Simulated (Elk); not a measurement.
The cell is COD entry 1522526, as deposited and not checked against the literature; nothing was relaxed.

A run on Gd: DFT, AM05, all-electron APW+lo, Dirac cores, scalar-relativistic bands (Elk 11.2.3 with local patches). The input:

```
tasks
  0
  110
  115
  15

xctype
  30

rgkmax
  8.0

gmaxvr
  16.0

lmaxapw
  10

lmaxo
  7

lmaxi
  3

nrmtscf
  2.0

nempty
  8

epspot
  1e-06

epsengy
  1e-05

maxscl
  120

hmaxvr
  6.0

lradstp
  4

swidth
  0.001

reducebf
  0.5

spinpol
  .true.

tforce
  .true.

sppath
  './'

avec
  -3.82669540237 3.82669540237 3.82669540237
  3.82669540237 -3.82669540237 3.82669540237
  3.82669540237 3.82669540237 -3.82669540237

atoms
  1
  'Gd.in'
  1
  0.000000000000 0.000000000000 0.000000000000   0.000 0.000 -0.500

ngridk
  10 10 10
```

Sphere radii set in the species files: Gd 2.80 bohr.

Messages:

```
Error(init0): requested spin-polarised run with spin-unpolarised
 exchange-correlation functional
```

Q: Did this run give a result to trust?

A: No result was made: Error(init0): requested spin-polarised run with spin-unpolarised exchange-correlation functional.
